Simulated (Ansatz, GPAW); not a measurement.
# benzene-1,4-diamine between two Pd chains: relaxation, then transmission at several levels, part 2 of 4

Wanted: T(E) of benzene-1,4-diamine between two Pd chains at a relaxed geometry in two programs, beside the unrelaxed structure.

GPAW 26.7.0 and Ansatz 0.2.0; Ansatz plane waves; relaxation of the junction with the lead ends held; PAW set soft_1 (the session's first sound run).

So far. Step 2 (Relaxation): The relaxation lowered the energy of the cell by 1.94 eV.

**3. Plane-wave reference (PBE)**

A plane-wave run comes first: its basis does not favour the atoms, so it serves as the reference for the orbital bases.

This step: Ansatz plane waves; Landauer transmission by layers, zero bias; PAW set soft_1 (Ansatz 0.2.0).

Input file input.yaml:

```yaml
crystal:
  lattice:
    - [10.7977114587, 0.0, 0.0]
    - [0.0, 10.1016980314, 0.0]
    - [0.0, 0.0, 45.6775444616]
  atoms:
    - { symbol: Pd, position: [0.5, 0.5, 0.0273657443] }
    - { symbol: Pd, position: [0.5, 0.5, 0.0820972328] }
    - { symbol: Pd, position: [0.5, 0.5, 0.1368287213] }
    - { symbol: Pd, position: [0.5, 0.5, 0.1915602098] }
    - { symbol: Pd, position: [0.5, 0.5, 0.2462916983] }
    - { symbol: Pd, position: [0.5, 0.5, 0.3010231868] }
    - { symbol: Pd, position: [0.5043808539, 0.3916221389, 0.3494524101] }
    - { symbol: Pd, position: [0.5015230818, 0.4943597678, 0.3999155416] }
    - { symbol: H, position: [0.4249277329, 0.3339629494, 0.4390768454] }
    - { symbol: H, position: [0.5778749659, 0.3342087832, 0.4391879367] }
    - { symbol: "N", position: [0.5012817293, 0.392030084, 0.442306449] }
    - { symbol: C, position: [0.5008283419, 0.4480260864, 0.4712744575] }
    - { symbol: H, position: [0.7003726814, 0.4559772078, 0.4750347742] }
    - { symbol: H, position: [0.3011773521, 0.4563325641, 0.4746488055] }
    - { symbol: C, position: [0.61214354, 0.4748039121, 0.4859184397] }
    - { symbol: C, position: [0.3890545972, 0.4749463031, 0.4857073383] }
    - { symbol: C, position: [0.6116975057, 0.5254231451, 0.5143141158] }
    - { symbol: C, position: [0.3886021532, 0.525535673, 0.5141067502] }
    - { symbol: H, position: [0.6995652988, 0.5440719605, 0.5253694595] }
    - { symbol: H, position: [0.3003818335, 0.5444056037, 0.524988126] }
    - { symbol: C, position: [0.4999200543, 0.5523654697, 0.5287448514] }
    - { symbol: "N", position: [0.4994766288, 0.6084036057, 0.5577099099] }
    - { symbol: H, position: [0.5759941096, 0.6662038934, 0.5609548881] }
    - { symbol: H, position: [0.4230353621, 0.6664846611, 0.5607989262] }
    - { symbol: Pd, position: [0.4986906538, 0.5060887383, 0.6001287001] }
    - { symbol: Pd, position: [0.4953746909, 0.6088003586, 0.6505918436] }
    - { symbol: Pd, position: [0.5, 0.5, 0.6989768132] }
    - { symbol: Pd, position: [0.5, 0.5, 0.7537083017] }
    - { symbol: Pd, position: [0.5, 0.5, 0.8084397902] }
    - { symbol: Pd, position: [0.5, 0.5, 0.8631712787] }
    - { symbol: Pd, position: [0.5, 0.5, 0.9179027672] }
    - { symbol: Pd, position: [0.5, 0.5, 0.9726342557] }
kpoints:
  mp_grid: { grid: [1, 1, 2] }
hamiltonian:
  xc: pbe
  pseudopotentials: { kind: paw, azcp: { folder: soft_1 } }
scf:
  occupations: { method: fermi_dirac, width: 0.1 }
output:
  transmission:
    leads: [[0, 1]]
    e_range: [-2, 2]
    de: 0.025
    kmesh: [1, 1]
    reduced_basis: true
  write_potential: true
  write_density: true
  volumetric_format: npy
```

Launch:

```bash
$ ansatz run input.yaml --threads 4 --pin off --max-ram 8192MiB --backend cpu --events-out ev --progress --plain --runs-dir out
```

Numbers of over 12 decimals in the logs are rounded to 6 here.

Log:

```text
[...]
Crystal: 32 atoms, lattice volume = 4982.288 Å³
Basis set: ecut = 420 eV, 97353 PW (Γ)
Bands: 198, of which v1, the nominal top of the filled ones, is band 165 counted from 1 (164 counted from 0)
Symmetry: 1 space group operations
[...]
k-points: 2
[...]
SCF iter   1: F=—  HF=-113961.439707 eV  |F-HF|=—  |Δ(HF+E_count)|=         —  Δρ=4.96e-2  dr2=2.74e2  ethr=3.10e-3  ⟨swp⟩=16.0  Hψ=2406  notcnv=0
[...]
SCF iter  19: F=-113929.495689 eV  HF=-113929.495689 eV  |F-HF|=1.62e-8  |Δ(HF+E_count)|=   6.66e-8  Δρ=6.31e-7  dr2=3.66e-8  ethr=3.03e-11  ⟨swp⟩=20.5  Hψ=1334  notcnv=0
SCF 1 converged in 19 iterations: F = -113929.495689 eV  dr2 = 3.66e-8
[...]
transmission: 8 of 73 steps passed
transmission: 15 of 73 steps passed
[...]
transmission: 73 of 73 steps passed
WARN: The output density's exchange-correlation potential varies sharply where the density is thin. Do not read a vacuum level from v_tot or v_xc, or from such a field of the output density. On a cell that repeats whose density bears no net charge and no dipole along the vacuum's axis use v_es (v_loc + v_h of the components); under efield.dipole_correction with no amplitude use v_es + v_field, which holds any externa [...]
SCF converged after 19 iterations
Free energy (F): -113929.495689 eV
[...]
Internal energy: -113927.861530 eV  (E = F + TS)
E sigma→0 (E₀):  -113928.678609 eV
Entropy (-TS):   -1.634159 eV (-51.067 meV/atom)
Fermi energy:    -3.506415 eV
[...]
--- Band table (eV) ---
  k-point 0: bands = [... 161 lower, -3.6521, -3.6150, -3.5404, -3.5186, -3.5073, -3.4778, -3.4027, -3.3941, ... 29 higher]
  k-point 1: bands = [... 161 lower, -3.6534, -3.6142, -3.5740, -3.5180, -3.5068, -3.4782, -3.4029, -3.3977, ... 29 higher]
--- Transmission ---
  basis      : 953 plane waves across, 73 finite elements along
  points     : 1, standing for a mesh of 1 x 1
  filling    : by the input's occupations and mesh, since the crystals that have channels conduct as metals do. If one of these is a semiconductor, that mesh has misplaced its level
  energies   : 161 from -2.000000 to 2.000000 eV about the Fermi level, 0.025000 eV apart; the leads are filled to 0.000000 eV, and channels, transmission and decay are at 0.000000 eV
  crystal 0  : Pd1, at the sites [0, 1], period 2.5000 Å, over 30.00 Å; its Hamiltonian steps by up to 4.3 meV
    offset         : up to 0.0000 Å between an atom of the period and one for which it stands
    filled         : 10.9 meV under the level at which it is neutral
    channels       : 4.000000e0 a spin
    conductance    : 2.8333e14 S/m² at 300 K; may be off by some 0.0 % by where its bands' edges are placed, 0.1 % from the distance to neutral
  junction   : crystal 0 to crystal 0, 0.70 to 43.88 Å
    transmission   : 7.258320e-2 a spin
    conductance    : 5.2510e12 S/m² at 300 K (5.2519e12 on every other energy)
    error estimate : 0.0 % from the energy spacing and 0.1 % from band edges of the leads and from resonances (wavevectors taken as independent; lower de), 1.7 % from the steps of its leads' Hamiltonians or their offsets (lay more layers), 2.1 % from the distance to neutral
    resistance     : 1.8691e-1 Ω µm² beyond half of each lead's own
```

Run time: 3 h. Hardware: 4 threads of Arm Neoverse N1, shared host; peak memory 6.6 GiB; 10 h of CPU time.

In the SCF lines HF is the Harris–Foulkes energy and dr2 the Hartree energy of the density residual, in eV; the loop may stop once dr2 is under the threshold and the program's other checks hold. Hψ counts applications of the Hamiltonian.

Numbers from this step:

* free energy: -113929.4957 eV
* lead level: 0 eV from the Fermi level
* transmission at the Fermi level (one spin): 0.07258
* open channels of the lead at the Fermi level (one spin): 4
* step of the potential along the lead: 4.3 meV
* offset of the lead: 0 Å
* filling of the lead less its bulk value, in size: 10.9 meV
* conductance: 0.07392 G₀

One spin. The transmission, zone mean by energy, zero at the Fermi level:

energy (eV), transmission, zone mean and a bar:
```
   -2.000      0.028 
   -1.900      0.030 
   -1.800      0.035 
   -1.700      0.045 #
   -1.600      0.065 ##
   -1.500      0.097 ###
   -1.400      0.145 ######
   -1.300      0.200 ########
   -1.200      0.461 #####################
   -1.100      0.153 ######
   -1.000      0.076 ##
   -0.900      0.124 #####
   -0.800      0.096 ###
   -0.700      0.115 ####
   -0.600      0.197 ########
   -0.500      0.295 #############
   -0.400      0.498 ######################
   -0.350      0.662 ##############################
   -0.300      0.248 ##########
   -0.200      0.067 ##
   -0.100      0.064 ##
    0.000      0.073 ##
    0.100      0.094 ###
    0.150      0.132 #####
    0.200      0.096 ###
    0.300      0.066 ##
    0.400      0.051 #
    0.500      0.043 #
    0.600      0.037 #
    0.700      0.033 
    0.800      0.030 
    0.900      0.028 
    1.000      0.026 
    1.100      0.025 
    1.200      0.024 
    1.300      0.024 
    1.400      0.025 
    1.500      0.026 
    1.600      0.028 
    1.700      0.031 
    1.800      0.037 #
    1.900      0.046 #
    2.000      0.062 ##
```

One spin. Open channels, zone mean against energy, zero at the Fermi level:

energy (eV), open channels, zone mean and a bar from the least value:
```
   -2.000       3.00 ###############
   -1.900       3.00 ###############
   -1.800       3.00 ###############
   -1.700       3.00 ###############
   -1.600       3.00 ###############
   -1.500       3.00 ###############
   -1.400       3.00 ###############
   -1.300       3.00 ###############
   -1.200       3.00 ###############
   -1.100       5.00 ##############################
   -1.000       5.00 ##############################
   -0.900       5.00 ##############################
   -0.800       5.00 ##############################
   -0.700       5.00 ##############################
   -0.600       5.00 ##############################
   -0.500       4.00 ######################
   -0.400       4.00 ######################
   -0.300       4.00 ######################
   -0.200       4.00 ######################
   -0.100       4.00 ######################
    0.000       4.00 ######################
    0.100       4.00 ######################
    0.200       1.00 
    0.300       1.00 
    0.400       1.00 
    0.500       1.00 
    0.600       1.00 
    0.700       1.00 
    0.800       1.00 
    0.900       1.00 
    1.000       1.00 
    1.100       1.00 
    1.200       1.00 
    1.300       1.00 
    1.400       1.00 
    1.500       1.00 
    1.600       1.00 
    1.700       1.00 
    1.800       1.00 
    1.900       1.00 
    2.000       1.00
```

Crystal 0, spin -, k parallel (0, 0); distinct values, listed up to 1.5 1/Å. Table of Im kz of the slowest decaying states by energy, zero at the Fermi level:

```
energy (eV)  decay 1 (Å⁻¹)  decay 2 (Å⁻¹)  decay 3 (Å⁻¹)  decay 4 (Å⁻¹)
    -2.0000          0.729          0.819          0.819           1.33
    -1.7500          0.666          0.702          0.703           1.30
    -1.5000          0.542          0.542          0.596           1.28
    -1.2500          0.242          0.242          0.515           1.25
    -1.0000          0.419           1.23           1.24           1.26
    -0.7500          0.291           1.20           1.21           1.23
    -0.5000          0.266          0.266           1.18           1.19
    -0.2500          0.519          0.519           1.15           1.16
     0.0000          0.656           1.12           1.13           1.15
     0.2500          0.117          0.118          0.143          0.751
     0.5000          0.205          0.205          0.266          0.825
     0.7500          0.255          0.255          0.348          0.883
     1.0000          0.288          0.288          0.411          0.932
     1.2500          0.310          0.310          0.464          0.974
     1.5000          0.323          0.323          0.509          0.957
     1.7500          0.328          0.328          0.548          0.924
     2.0000          0.324          0.325          0.582          0.887
```

Crystal 0, spin -, k parallel (0, 0). The Re kz of states that move upwards by energy, zero at the Fermi level:

```
energy (eV)  channel 1 (Å⁻¹)  channel 2 (Å⁻¹)  channel 3 (Å⁻¹)  channel 4 (Å⁻¹)  channel 5 (Å⁻¹)
     -2.000           -0.781           -0.780            0.603                -                -
     -1.800           -0.711           -0.710            0.637                -                -
     -1.600           -0.646           -0.646            0.672                -                -
     -1.400           -0.586           -0.585            0.707                -                -
     -1.200           -0.527           -0.527            0.744                -                -
     -1.000           -0.470           -0.470            0.486            0.486            0.783
     -0.800           -0.413           -0.413            0.750            0.750            0.826
     -0.600           -0.355           -0.355            0.873             1.10             1.10
     -0.400           -0.294           -0.293            0.203            0.927                -
     -0.200           -0.226           -0.225            0.334            0.993                -
      0.000           -0.141           -0.140            0.425             1.08                -
      0.200            0.497                -                -                -                -
      0.400            0.557                -                -                -                -
      0.600            0.609                -                -                -                -
      0.800            0.655                -                -                -                -
      1.000            0.695                -                -                -                -
      1.200            0.732                -                -                -                -
      1.400            0.765                -                -                -                -
      1.600            0.796                -                -                -                -
      1.800            0.825                -                -                -                -
      2.000            0.853                -                -                -                -
```

The electrostatic potential energy of an electron (with the applied field's), less the Fermi level, planar mean oscillates, so the rows of the table below give means over windows of 2.43 Å about each position, cut where the curve ends. Its first 14 maxima inside the range that stand out by 2 % of the span (Å: eV): 2.6: 5.09, 5.0: 5.09, 7.6: 5.07, 10.0: 5.03, 12.4: 4.96, 14.8: 4.70, 17.0: 4.40, 19.3: 3.66, 20.8: 3.13, 22.8: 2.89, 24.8: 3.13, 26.4: 3.67, 28.7: 4.40, 30.8: 4.70. Its first 14 minima: 1.3: 3.85, 3.7: 3.85, 6.3: 3.84, 8.7: 3.82, 11.3: 3.75, 13.7: 3.67, 16.0: 3.46, 18.3: 2.95, 20.1: 2.56, 21.8: 1.70, 23.8: 1.70, 25.6: 2.56, 27.4: 2.95, 29.7: 3.46.

Electrostatic potential energy of an electron (with the applied field's), less the Fermi level, planar mean against z; means over each step:

z (Å), electrostatic potential energy of an electron (with the applied field's), less the Fermi level, planar mean (eV) and a bar from the least value:
```
     1.22       4.50 ##############################
     3.65       4.50 ##############################
     6.08       4.49 ##############################
     8.51       4.47 #############################
    10.94       4.41 #############################
    13.37       4.33 ############################
    15.80       4.08 #########################
    18.23       3.55 ##################
    20.66       2.73 #######
    23.09       2.14 
    25.52       3.06 ############
    27.95       3.68 ###################
    30.38       4.08 #########################
    32.81       4.38 ############################
    35.24       4.44 #############################
    37.67       4.49 ##############################
    40.10       4.51 ##############################
    42.53       4.51 ##############################
    44.96       4.34 ############################
```

The valence density, planar mean oscillates, so the rows of the table below give means over windows of 2.43 Å about each position, cut where the curve ends. Its first 14 maxima inside the range that stand out by 2 % of the span (Å: e/Å³): 1.3: 0.160, 3.7: 0.160, 6.3: 0.160, 8.7: 0.160, 11.3: 0.160, 13.7: 0.160, 16.0: 0.161, 18.3: 0.162, 20.1: 0.0626, 21.8: 0.0935, 23.8: 0.0935, 25.6: 0.0626, 27.4: 0.162, 29.7: 0.161. Its first 14 minima: 2.6: 0.0112, 5.0: 0.0110, 7.6: 0.0112, 10.0: 0.0110, 12.6: 0.0112, 14.8: 0.0160, 17.1: 0.0137, 19.3: 0.0171, 20.8: 0.0301, 22.8: 0.0550, 24.8: 0.0301, 26.4: 0.0170, 28.5: 0.0137, 30.8: 0.0161.

Valence density, planar mean against z; means over each step:

```
z (Å)  valence density, planar mean (e/Å³)
 1.22                               0.0676
 3.65                               0.0676
 6.08                               0.0676
 8.51                               0.0675
10.94                               0.0674
13.37                               0.0678
15.80                               0.0698
18.23                               0.0695
20.66                               0.0492
23.09                               0.0728
25.52                               0.0382
27.95                               0.0710
30.38                               0.0759
32.81                               0.0652
35.24                               0.0655
37.67                               0.0660
40.10                               0.0663
42.53                               0.0667
44.96                               0.0852
```

T at the Fermi level is 0.0726 of 4 open channels a spin.

(Part 2 of 4 ends here.)

[Logs are printed without paths, hosts, clocks, repeated set-up lines and the standing remarks that a program may print on its own settings, such as how far it seeks lower states.]

[Hosts, paths, dates, database ids (printed as entryN), source tags and the programs' standing remarks are cut or masked in the printed files.]
